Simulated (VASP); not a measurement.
Input of a VASP 6.6.1 run:

Contents of INCAR:

```
SYSTEM = KF
PREC = Accurate
ENCUT = 520
EDIFF = 1E-7
ISMEAR = 0
SIGMA = 0.1
LREAL = .False.
LASPH = .True.
NELM = 100
ALGO = Normal
ISIF = 2
LWAVE = .False.
LCHARG = .True.
GGA = PE
LELF = .True.
LVHAR = .True.
NBANDS = 15
```

The input KPOINTS:

```
Automatic mesh
0
Gamma
  6 6 6
  0 0 0
```

The input POSCAR:

```
KF
1.0
    0.0000000000      2.6544134050      2.6544134050
    2.6544134050      0.0000000000      2.6544134050
    2.6544134050      2.6544134050      0.0000000000
K F
1 1
Direct
    0.0000000000      0.0000000000      0.0000000000
    0.5000000000      0.5000000000      0.5000000000
```

Potentials or basis: VASP PAW PBE potentials, release 64 (K_sv, F).

Launch:

```bash
$ cat potpaw_PBE.64/K_sv/POTCAR potpaw_PBE.64/F/POTCAR > POTCAR
$ mpirun -np 1 vasp_std > vasp.out
```

(1) Predict the band gap on the k mesh.

(2) Predict the pressure.

Answers

(1) 6.27 eV, direct.

(2) 2.2 GPa.
